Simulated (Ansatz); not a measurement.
Ti: strain energy, fitted

Ti, P6_3/mmc, a = 2.900 Å, c = 4.591 Å. Ansatz: PBEsol, PAW, 420 eV, Γ-centred 24×24×12 mesh on 2 atoms, Gaussian smearing 0.10 eV; no spin polarisation. Series: shear of c along a, cell held, atoms relaxed; x is the strain in per cent (engineering shear). y is the free energy over the unstrained cell, V0 = 16.724 Å³/atom. Symmetry makes y even in x.

| x (%) | y (meV/atom) |
| --- | --- |
| 0.0 | 0.00 |
| 1.0 | 0.22 |
| 2.0 | 0.88 |
| 3.0 | 1.98 |
| 4.0 | 3.51 |
| 6.0 | ? |

Fit y = c2 x² + c4 x⁴ to the other rows, turn c2 into a modulus, and predict the missing energy.

Least squares on the rows shown. y = 0.2206 x² − 7.279×10⁻⁵ x⁴. In eV per unit strain² c2 is 2.206; this is the shear stiffness (E = ½ C V0 γ²): 2 × 2.206 × 160.2 / (16.724) = 42 GPa. At x = 6.0 the fit asked for gives 7.85 meV/atom. The run gave 7.79 meV/atom, so the fit is 0.06 meV/atom too high, a small miss on the scale of the series. The form still works here, 50 % of the fitted range beyond its end.